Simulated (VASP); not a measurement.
Input of a VASP 6.6.1 run:

Contents of INCAR:

```
SYSTEM = Sc
ALGO = Normal
EDIFF = 1E-7
ENCUT = 520
GGA = PE
ISIF = 2
ISMEAR = -1
LASPH = .TRUE.
LCHARG = .TRUE.
LELF = .TRUE.
LREAL = .FALSE.
LVHAR = .TRUE.
LWAVE = .FALSE.
NBANDS = 12
NELM = 60
PREC = Accurate
SIGMA = 0.05
```

File KPOINTS:

```
k-points
0
G
  10 10 10
  0 0 0
```

POSCAR

```
Sc
1.0
    0.0000000000      2.2138646057      2.2138646057
    2.2138646057      0.0000000000      2.2138646057
    2.2138646057      2.2138646057      0.0000000000
Sc
1
Direct
    0.0000000000      0.0000000000      0.0000000000
```

Potentials or basis: VASP PAW PBE potentials, release 64 (Sc_sv).

Command:

```console
$ cat potpaw_PBE.64/Sc_sv/POTCAR > POTCAR
$ mpirun -np 1 vasp_std > vasp.out
```

Question: Estimate the band gap on the k mesh.

Answer: None (metal or under the smearing width).

Question: Estimate the pressure.

Answer: 8.1 GPa.
